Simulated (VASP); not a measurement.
A calculation with VASP 6.6.1 of Ca (ASE script, structure typed inline):

run.py

```python
from ase import Atoms
from ase.calculators.vasp import Vasp
from ase.dft.bandgap import bandgap

atoms = Atoms(
    ['Ca'],
    cell=[[-2.24, 2.24, 2.24], [2.24, -2.24, 2.24], [2.24, 2.24, -2.24]],
    scaled_positions=[[0.0, 0.0, 0.0]],
    pbc=True,
)
calc = Vasp(
    directory='calc',
    xc='lda',
    pp='LDA',
    setups='recommended',
    prec='Accurate',
    encut=520,
    ediff=1e-06,
    ismear=0,
    sigma=0.02,
    lreal=False,
    lasph=True,
    nelm=100,
    algo='Fast',
    isif=2,
    lwave=False,
    lcharg=True,
    lelf=True,
    lvhar=True,
    kpts=[8, 8, 8],
    gamma=True,
    nbands=11,
)
atoms.calc = calc

print('energy (eV):', atoms.get_potential_energy())
print('free energy (eV):', atoms.get_potential_energy(force_consistent=True))
print('forces (eV/A):')
print(atoms.get_forces())
print('stress (eV/A^3, Voigt):', atoms.get_stress())
print('Fermi level (eV):', calc.get_fermi_level())
gap, top, bottom = bandgap(calc)
print('band gap (eV):', gap, 'from (spin, k, band)', top, 'to', bottom)
```

Potentials or basis: VASP PAW LDA potentials, release 64 (Ca_sv).

The run is started by

```bash
$ python run.py
```

This isn't the form of Ca at room conditions, which is fcc.

Q: Write the same calculation in another form: native input, structure from a POSCAR.

A: As run:

INCAR

```
PREC = Accurate
ENCUT = 520
EDIFF = 1E-6
ISMEAR = 0
SIGMA = 0.02
LREAL = F
LASPH = T
NELM = 100
ALGO = Normal
ISIF = 2
LWAVE = F
LCHARG = F
NBANDS = 11
```

The input KPOINTS:

```
Automatic mesh
0
Gamma
  8 8 8
```

Contents of POSCAR:

```
Ca
3.8798
   -0.577349347905      0.577349347905      0.577349347905
    0.577349347905     -0.577349347905      0.577349347905
    0.577349347905      0.577349347905     -0.577349347905
Ca
1
Direct
    0.0000000000      0.0000000000      0.0000000000
```

Potentials or basis: VASP PAW LDA potentials, release 64 (Ca_sv).

The run is started by

```bash
$ cat potpaw_LDA.64/Ca_sv/POTCAR > POTCAR
$ mpirun -np 1 vasp_std > vasp.out
```

Both were run:

|  | ASE script, structure typed inline | native input, structure from a POSCAR |
| --- | --- | --- |
| Pressure | -2.4 GPa | -2.5 GPa |
| Band gap on the k mesh | none (metal or under the smearing width) | none (metal or under the smearing width) |

Keys that steer only the numerical path or the files written may differ.
